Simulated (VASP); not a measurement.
Te2Pt: relaxation of cell and atoms with PBE

Te2Pt:

```
Te Pt
1.0
     4.01800    0.00000    0.00000
    -2.00900    3.47969    0.00000
     0.00000    0.00000    5.21200
Te Pt
2 1
Direct
  0.33333 0.66667 0.25000
  0.66667 0.33333 0.75000
  0.00000 0.00000 0.00000
```

```yaml
Program: VASP 6.6.1
Task: relaxation of cell and atoms
Functional: PBE
Potentials_or_basis: VASP PAW PBE potentials, release 64 (Te, Pt)
Cutoff: 520 eV
k_mesh: 10 × 10 × 8
Occupations: gaussian, width 0.1 eV
Spin: no spin polarisation
Further_INCAR_settings: ALGO = Normal; EDIFF = 1e-06; IBRION = 2; EDIFFG = -0.01; NSW = 90; ISIF = 3
```

The relaxed volume is 25.88 Å³/atom. The relaxed cell is a = 4.087 Å, b = 4.087 Å, c = 5.368 Å, α = 90.00°, β = 90.00°, γ = 120.00°, the space group after relaxing (to 0.05 Å) is P-3m1 (No. 164) and the energy gained by relaxing is 40.6 meV/atom. The ionic steps are 12. The pressure after relaxing is 0.0 GPa and the band gap on the k mesh is none (metal or under the smearing width).

The path:
| step | energy change (eV) | largest force (eV/Å) | pressure (GPa) | volume (Å³) |
| --- | --- | --- | --- | --- |
| 1 | 0.0000 | 0.9291 | 7.67 | 72.87 |
| 2 | 0.1458 | 0.8875 | -8.06 | 85.83 |
| 3 | -0.1193 | 0.0414 | -0.26 | 77.64 |
| 4 | -0.1194 | 0.0633 | -0.07 | 77.50 |
| 5 | -0.1194 | 0.0779 | 0.07 | 77.41 |
| 6 | -0.1210 | 0.0414 | 0.11 | 77.39 |
| 7 | -0.1217 | 0.0077 | 0.15 | 77.36 |
| 8 | -0.1217 | 0.0422 | -0.20 | 77.66 |
| 9 | -0.1218 | 0.0218 | 0.00 | 77.48 |
| 10 | -0.1218 | 0.0226 | 0.00 | 77.49 |
| 11 | -0.1218 | 0.0175 | 0.00 | 77.53 |
| 12 | -0.1219 | 0.0019 | 0.02 | 77.64 |

Final structure:
```cif
data_structure
_symmetry_space_group_name_H-M 'P 1'
_symmetry_Int_Tables_number 1
_cell_length_a 4.0866
_cell_length_b 4.0866
_cell_length_c 5.3681
_cell_angle_alpha 90.000
_cell_angle_beta 90.000
_cell_angle_gamma 120.000
_cell_volume 77.64
loop_
_atom_site_label
_atom_site_type_symbol
_atom_site_fract_x
_atom_site_fract_y
_atom_site_fract_z
_atom_site_occupancy
Te1 Te 0.33333 0.66667 0.25378 1
Te2 Te 0.66667 0.33333 0.74622 1
Pt1 Pt 0.00000 0.00000 0.00000 1
```

Levels at points of the mesh, in eV from the Fermi level:
```tsv
k point	band 8	band 9	band 10	band 11	band 12	band 13	band 14	band 15
(0.00, 0.00, 0.00)	-2.55	-0.48	-0.48	1.08	1.08	1.30	2.90	3.95
(0.50, 0.00, 0.00)	-3.25	-3.25	-3.17	-2.77	0.20	2.34	3.69	5.23
(0.00, 0.00, 0.50)	-2.21	-1.47	-1.04	-1.04	2.08	2.08	4.13	5.10
(0.50, 0.00, 0.50)	-3.25	-3.09	-2.32	-0.76	0.57	1.25	3.95	4.36
```

It took 3.4 min on 8 MPI ranks on Intel(R) Xeon(R) Platinum 8375C CPU @ 2.90GHz (Ice Lake), with other jobs on the host, peak memory 0.29 GiB a rank.

Spin-orbit coupling is left out, which matters for the levels of Pt, Te. PBE usually gives volumes a little too large and moduli too small.
